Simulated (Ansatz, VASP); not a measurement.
## Two plane-wave programs on TiO

```
CELL_PARAMETERS angstrom
2.79340 0.00000 0.00000
-1.39670 2.41915 0.00000
0.00000 0.00000 5.45385
ATOMIC_POSITIONS crystal
Ti 0.66667 0.33333 0.75000
Ti 0.33333 0.66667 0.25000
O 0.00000 0.00000 0.50000
O 0.00000 0.00000 0.00000
```

Change from the starting cell: volume scaled by 0.94.

Alike in both runs: task single point; functional PBEsol; k mesh 11 × 11 × 5; occupations fermi-dirac, width 0.05 eV; no spin polarisation.

|  | VASP | Ansatz |
| --- | --- | --- |
| version | VASP 6.6.1 | Ansatz 0.2.0 |
| potentials or method | VASP PAW PBE potentials, release 64 (Ti_sv, O) | Ansatz PAW |
| plane-wave cutoff (eV) | 520 | 420 |
| valence electrons in the cell | 36 | 36 |

|  | VASP | Ansatz | Ansatz less VASP |
| --- | --- | --- | --- |
| gap on the k mesh at the Fermi level (eV) | none | none | - |
| pressure (GPa) | 5.6 | 4.8 | -0.82 |
| largest component of the traceless stress (GPa) | 1.80 | 1.93 | +0.134 |

A gap of «none» marks a metal or a gap that the smearing closes.

Caveats: semilocal functionals often make such compounds metallic where correlation or magnetic order opens a gap, which also shifts bond lengths; the PAW data sets were made with another functional, which shifts forces and pressure a little (VASP); the pressure holds a Pulay correction of +0.7 GPa for the finite cutoff (Ansatz); the PAW data sets come from PBE, with cores solved anew for the run's functional, which leaves a small shift of forces and pressure (Ansatz).
